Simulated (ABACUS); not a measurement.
GaAs:

```
As Ga
1.0
     0.00000    2.82685    2.82685
     2.82685    0.00000    2.82685
     2.82685    2.82685    0.00000
As Ga
1 1
Direct
  0.75000 0.75000 0.75000
  0.00000 0.00000 0.00000
```

- Program: ABACUS 3.10.1
- Task: relaxation of cell and atoms
- Functional: PBE
- Potentials or basis: PseudoDojo NC SR 0.5 PBE stringent
- Cutoff: 1551 eV
- Density cutoff: 6204 eV
- Basis: DZP LCAO (the cutoffs set its grid)
- k mesh: 7 × 7 × 7
- Occupations: fermi-dirac, width 0.05 eV
- Spin: no spin polarisation

At the start: pressure 4.3 GPa; volume 22.59 Å³/atom.

Task: How do energy, volume and symmetry change on relaxing?

Result: Over 4 steps the energy falls by 17.8 meV/atom and the volume is 24.01 Å³/atom (+6.3 %); space group F-43m (No. 216, to 0.05 Å).

Step by step:
```tsv
step	energy change (eV)	largest force (eV/Å)	pressure (GPa)	volume (Å³)
1	0.0000	0.0000	4.31	45.18
2	-0.0137	0.0000	3.28	45.77
3	-0.0359	0.0000	0.27	47.82
4	-0.0356	0.0000	0.03	48.02
```

Final structure:
```yaml
crystal:
  lattice:
    - [0.00000, 2.88480, 2.88480]
    - [2.88480, 0.00000, 2.88480]
    - [2.88480, 2.88480, 0.00000]
  atoms:
    - { symbol: As, position: [0.75000, 0.75000, 0.75000] }
    - { symbol: Ga, position: [0.00000, 0.00000, 0.00000] }
```

Caveat: the atomic orbitals were generated for these runs and aren't a published set; the basis of atomic orbitals isn't converged, which shifts pressures, moduli and gaps.
